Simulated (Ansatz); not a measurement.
**Eigenvalues along a path: SiNi (NiAs type)**

```
Ni Si
1.0
     3.43378    0.00000    0.00000
    -1.71689    2.97374    0.00000
     0.00000    0.00000    4.73882
Ni Si
2 2
Direct
  0.00000 0.00000 0.00000
  0.00000 0.00000 0.50000
  0.33333 0.66667 0.25000
  0.66667 0.33333 0.75000
```

The cell comes from a relaxation on PAW files under the same functional, begun from a prototype that needn't be the stable phase.

Computed with Ansatz 0.2.0; functional PBE, scalar-relativistic. Settings: a Γ-centred 11×11×6 k mesh, Fermi–Dirac smearing of 0.1 eV, no spin polarisation. Methods: LAPW: all electrons, basis error target 1 meV/atom.

This run: volume at 0.94 of the series' base cell.

Spin polarisation is left out, though a magnetic state may lie lower.

Path points, in fractions of the reciprocal vectors: Γ (0.000, 0.000, 0.000), M (0.500, 0.000, 0.000), K (0.333, 0.333, 0.000), A (0.000, 0.000, 0.500), L (0.500, 0.000, 0.500), H (0.333, 0.333, 0.500). Levels in eV from the Fermi level; bands 17 to 34, counted from the lowest band of the run. The gap is zero, the pressure 11.62 GPa.

```
# k(1/Å) point b17 b18 b19 b20 b21 b22 b23 b24 b25 b26 b27 b28 b29 b30 b31 b32 b33 b34
0.000 Γ -12.65 -6.80 -6.45 -4.36 -4.36 -4.11 -3.29 -3.29 -2.79 -2.79 -1.59 -1.59 0.37 2.47 2.47 4.95 4.95 5.38
0.264 - -12.39 -6.83 -6.20 -4.32 -4.29 -4.13 -3.41 -3.27 -2.88 -2.71 -1.61 -1.59 0.31 1.01 1.68 4.06 5.57 6.07
0.528 - -11.63 -6.95 -5.46 -4.67 -4.26 -4.14 -3.36 -3.14 -3.07 -2.50 -1.67 -1.60 -0.99 0.04 0.41 3.31 4.46 5.70
0.792 - -10.40 -7.47 -5.68 -4.46 -4.27 -4.17 -3.08 -2.89 -2.75 -2.28 -2.02 -1.72 -1.61 -0.73 -0.69 2.31 2.82 5.04
1.056 M -8.93 -8.78 -6.07 -4.29 -4.19 -4.01 -2.53 -2.49 -2.38 -2.34 -2.18 -1.83 -1.62 -1.60 -1.36 1.78 2.27 4.88
1.209 - -8.88 -8.70 -6.06 -4.40 -4.31 -3.95 -2.73 -2.50 -2.45 -2.28 -1.86 -1.83 -1.63 -1.59 -1.52 1.94 2.16 5.32
1.361 - -8.72 -8.47 -6.07 -4.70 -4.64 -3.76 -3.01 -2.82 -2.36 -1.95 -1.83 -1.74 -1.66 -1.66 -1.25 1.76 2.18 4.10
1.514 - -8.46 -8.17 -6.34 -5.06 -4.88 -3.51 -3.21 -3.01 -2.26 -1.92 -1.84 -1.69 -1.67 -1.58 -0.61 1.01 2.38 3.12
1.666 K -8.14 -8.14 -6.66 -5.05 -5.05 -3.33 -3.33 -3.06 -2.10 -2.10 -1.84 -1.69 -1.69 -1.42 0.15 0.15 2.60 2.60
1.971 - -9.71 -7.44 -5.64 -5.07 -4.66 -3.87 -3.36 -2.97 -2.37 -2.15 -1.98 -1.71 -1.62 -1.46 -0.56 1.95 3.16 3.24
2.276 - -11.29 -6.99 -5.15 -4.59 -4.49 -4.35 -3.17 -3.14 -3.10 -2.38 -1.68 -1.61 -1.46 -0.41 -0.05 4.07 4.31 4.36
2.581 - -12.31 -6.84 -6.11 -4.31 -4.28 -4.15 -3.42 -3.27 -2.91 -2.68 -1.62 -1.60 0.28 0.77 1.28 4.33 5.27 5.94
2.886 Γ -12.65 -6.80 -6.45 -4.36 -4.36 -4.11 -3.29 -3.29 -2.79 -2.79 -1.59 -1.59 0.37 2.47 2.47 4.95 4.95 5.38
3.052 - -12.55 -7.92 -5.33 -4.30 -4.30 -4.04 -3.24 -3.24 -2.85 -2.85 -1.71 -1.71 0.41 2.68 2.68 4.96 4.96 5.50
3.218 - -12.24 -9.10 -4.24 -4.15 -4.15 -3.87 -3.12 -3.12 -3.03 -3.03 -2.01 -2.01 0.62 3.22 3.22 4.96 4.96 5.15
3.383 - -11.73 -10.15 -3.91 -3.91 -3.65 -3.60 -3.30 -3.30 -2.92 -2.92 -2.35 -2.35 1.29 3.86 3.91 3.91 4.87 4.87
3.549 A -11.03 -11.03 -3.61 -3.61 -3.61 -3.61 -3.49 -3.49 -2.66 -2.66 -2.66 -2.66 2.47 2.47 4.53 4.53 4.53 4.53
3.813 - -10.79 -10.79 -3.87 -3.87 -3.59 -3.59 -3.41 -3.41 -2.71 -2.71 -2.63 -2.63 2.38 2.38 3.22 3.22 3.79 3.79
4.077 - -10.09 -10.09 -4.53 -4.53 -3.55 -3.55 -3.31 -3.31 -2.79 -2.79 -2.51 -2.51 0.47 0.47 2.68 2.68 3.42 3.42
4.342 - -9.04 -9.04 -5.57 -5.57 -3.54 -3.54 -3.33 -3.33 -2.65 -2.65 -2.31 -2.31 -1.17 -1.17 1.83 1.83 4.01 4.01
4.606 L -8.24 -8.24 -6.40 -6.40 -3.55 -3.55 -3.39 -3.39 -2.32 -2.32 -2.19 -2.19 -1.96 -1.96 1.50 1.50 4.24 4.24
4.758 - -8.19 -8.19 -6.33 -6.33 -3.69 -3.69 -3.35 -3.35 -2.41 -2.41 -2.11 -2.11 -1.94 -1.94 0.94 0.94 4.86 4.86
4.911 - -8.06 -8.06 -6.13 -6.13 -4.03 -4.03 -3.31 -3.31 -2.51 -2.51 -2.17 -2.17 -1.74 -1.74 0.05 0.05 5.75 5.75
5.063 - -7.88 -7.88 -5.83 -5.83 -4.51 -4.51 -3.30 -3.30 -2.54 -2.54 -2.31 -2.31 -1.46 -1.46 -0.64 -0.64 6.26 6.26
5.216 H -7.77 -7.77 -5.65 -5.65 -4.82 -4.82 -3.31 -3.31 -2.45 -2.45 -2.45 -2.45 -1.22 -1.22 -1.00 -1.00 6.45 6.45
5.521 - -8.50 -8.50 -5.50 -5.50 -4.18 -4.18 -3.29 -3.29 -2.69 -2.69 -2.13 -2.13 -1.32 -1.32 -0.23 -0.23 5.60 5.60
5.826 - -9.79 -9.79 -4.67 -4.67 -3.70 -3.70 -3.29 -3.29 -2.78 -2.78 -2.43 -2.43 0.33 0.33 1.02 1.02 4.27 4.27
6.131 - -10.71 -10.71 -3.93 -3.93 -3.59 -3.59 -3.39 -3.39 -2.72 -2.72 -2.62 -2.62 2.40 2.40 2.73 2.73 3.72 3.72
6.435 A -11.03 -11.03 -3.61 -3.61 -3.61 -3.61 -3.49 -3.49 -2.66 -2.66 -2.66 -2.66 2.47 2.47 4.53 4.53 4.53 4.53
```
